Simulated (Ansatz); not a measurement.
# Moving the functional in KCl

Symmetry: Fm-3m, No. 225, cubic system. The conventional cell has a = 6.293 Å, b = 6.293 Å, c = 6.293 Å, α = 90.00°, β = 90.00°, γ = 90.00°. K (site symmetry m-3m) is surrounded by 6 Cl at 3.15 Å. Cl (site symmetry m-3m) has 6 K at 3.15 Å as nearest neighbours.

Kept alike: task single point; k mesh 6 × 6 × 6; occupations fermi-dirac, width 0.05 eV; no spin polarisation. Program: Ansatz, PAW datasets made for the crystal. Cutoffs run from 220 to 250 eV. The mesh is that of the run's cell of 2 atoms. No spin-orbit coupling.

| run | band gap (eV) |
| --- | --- |
| A | 5.189 |
| B | 6.499 |
| C | 7.237 |

A gap read on the mesh alone can miss an edge between its points.

Question: The runs differ in the functional (and the cutoff that goes with it) alone: HSE06; PBE; PBE0. Which run is which?

Answer: Run A is PBE; run B is HSE06; run C is PBE0. The band gap runs from 5.189 (PBE) to 7.237 eV (PBE0). From PBE: HSE06 +1.310; PBE0 +2.048. Measured: 8.68 eV (a printed reference work); nearest PBE0, 1.443 eV off. Semilocal gaps fall short of quasiparticle gaps.
